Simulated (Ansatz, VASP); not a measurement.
## One calculation of Mg, two programs

Contents of INCAR:

```
SYSTEM = Mg
  PREC = Accurate
  ENCUT = 520
  EDIFF = 1E-8
  ISMEAR = -1
  SIGMA = 0.05
  LREAL = .FALSE.
  LASPH = .TRUE.
  NELM = 100
  ALGO = Normal
  ISIF = 2
  LWAVE = .FALSE.
  LCHARG = .FALSE.
  GGA = CA
  LEFG = .TRUE.
  NBANDS = 9
```

The input KPOINTS:

```
Automatic mesh
0
G
  12 12 7
  0 0 0
```

Contents of POSCAR:

```
Mg
1.0
    3.2515036326      0.0000000000      0.0000000000
   -1.6257518162      2.8158847463      0.0000000000
    0.0000000000      0.0000000000      5.2788948365
Mg
2
Direct
    0.3333333333      0.6666666667      0.2500000000
    0.6666666667      0.3333333333      0.7500000000
```

Input for Ansatz:

```yaml
crystal:
  lattice:
    - [3.2515036326, 0.0, 0.0]
    - [-1.6257518162, 2.8158847463, 0.0]
    - [0.0, 0.0, 5.2788948365]
  atoms:
    - { symbol: Mg, position: [0.3333333333, 0.6666666667, 0.25] }
    - { symbol: Mg, position: [0.6666666667, 0.3333333333, 0.75] }
kpoints:
  mp_grid: { grid: [12, 12, 7] }
scf:
  occupations: { method: fermi_dirac, width: 0.05 }
hamiltonian:
  xc: lda
  pseudopotentials: { kind: all_electron, datasets: crystal }
output:
  forces: true
  stress: true
  eigenvalues: true
  efg: { contact_densities: true }
```

Change from the starting cell: volume scaled by 1.04, crystal datasets.

Alike in both runs: task electric field gradients; functional LDA; k mesh 12 × 12 × 7; occupations fermi-dirac, width 0.05 eV; no spin polarisation.

|  | VASP | Ansatz |
| --- | --- | --- |
| version | VASP 6.6.1 | Ansatz 0.2.0 |
| potentials or method | VASP PAW LDA potentials, release 64 (Mg) | all-electron PAW with datasets made for the crystal, scalar-relativistic |
| plane-wave cutoff (eV) | 520 | see its input |

|  | VASP | Ansatz | Ansatz less VASP |
| --- | --- | --- | --- |
| pressure (GPa) | -3.9 | -3.5 | +0.32 |
| largest component of the traceless stress (GPa) | 0.57 | 0.57 | 0.000 |
| Vzz of the field gradient on the site that differs most (V/Å²) | 1.3 | 1.4 | +0.14 |

Ansatz ran all-electron here, so the differences hold the error of VASP's frozen core and of both bases.
